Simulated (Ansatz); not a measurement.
# Mg3Zn2O5: the cost of one run

Method: DFT PBE, scalar-relativistic, plane waves, PAW, in Ansatz 0.2.0.

1 further run of the same task is left out (it didn't finish). Runs told in other sessions of the task aren't counted.

### 1 The system as given

Symmetry: I4/mmm, No. 139, tetragonal system. The conventional cell has a = 3.288 Å, b = 3.288 Å, c = 23.247 Å, α = 90.00°, β = 90.00°, γ = 90.00°. Mg (site symmetry 4mm) is surrounded by 6 O at 2.32 Å. Mg (site symmetry 4/mmm) is surrounded by 6 O at 2.32 Å. Around Zn (site symmetry 4mm) lie 6 O at 2.32 Å. Around O (site symmetry 4mm) lie 1 Mg at 2.32 Å and 5 Zn at 2.32 Å. Around O (site symmetry 4mm) lie 5 Mg at 2.32 Å and 1 Zn at 2.32 Å. O (site symmetry 4/mmm) is surrounded by 6 Mg at 2.32 Å.

As a file:

```xyz
10
Lattice="-1.6438 1.6438 11.6233 1.6438 -1.6438 11.6233 1.6438 1.6438 -11.6233" Properties=species:S:1:pos:R:3 pbc="T T T"
Mg    0.0000    0.0000   20.9219
Mg    0.0000    0.0000   11.6233
Mg    0.0000    0.0000    2.3247
Zn    0.0000    0.0000   16.2726
Zn    0.0000    0.0000    6.9740
O     0.0000    0.0000   18.5973
O     0.0000    0.0000    9.2986
O     0.0000    0.0000    0.0000
O     0.0000    0.0000   13.9480
O     0.0000    0.0000    4.6493
```

The start is an ordering of an alloy on its end members' structure types: elements ordered on the sites of the MgO type, Zn/Mg on Mg (I4/mmm, No. 139).

### 2 Probe: one point on a coarse mesh

Contents of input.yaml:

```yaml
crystal:
  lattice:
    - [-1.6437831, 1.6437831, 11.62330174]
    - [1.6437831, -1.6437831, 11.62330174]
    - [1.6437831, 1.6437831, -11.62330174]
  atoms:
    - { symbol: Mg, position: [0.9, 0.9, 0.0] }
    - { symbol: Mg, position: [0.5, 0.5, 0.0] }
    - { symbol: Mg, position: [0.1, 0.1, 0.0] }
    - { symbol: Zn, position: [0.7, 0.7, 0.0] }
    - { symbol: Zn, position: [0.3, 0.3, 0.0] }
    - { symbol: O, position: [0.8, 0.8, 0.0] }
    - { symbol: O, position: [0.4, 0.4, 0.0] }
    - { symbol: O, position: [0.0, 0.0, 0.0] }
    - { symbol: O, position: [0.6, 0.6, 0.0] }
    - { symbol: O, position: [0.2, 0.2, 0.0] }
basis:
  ecutwfc: 420
kpoints:
  mp_grid: { grid: [8, 8, 8] }
hamiltonian:
  xc: pbe
scf:
  occupations: { method: gaussian, width: 0.1 }
  lower_state_search: "off"
output:
  forces: true
  stress: true
  eigenvalues: true
```

Run with:

```sh
> ansatz run input.yaml --threads 4 --pin off --max-ram 8192MiB --backend cpu --events-out ev --progress --plain --runs-dir out
```

Q: Estimate wall time and peak memory on 4 threads of Intel Xeon at 2.50GHz (Skylake/Cascade Lake), shared host.

About 13 s, with a peak of 0.66 GiB.
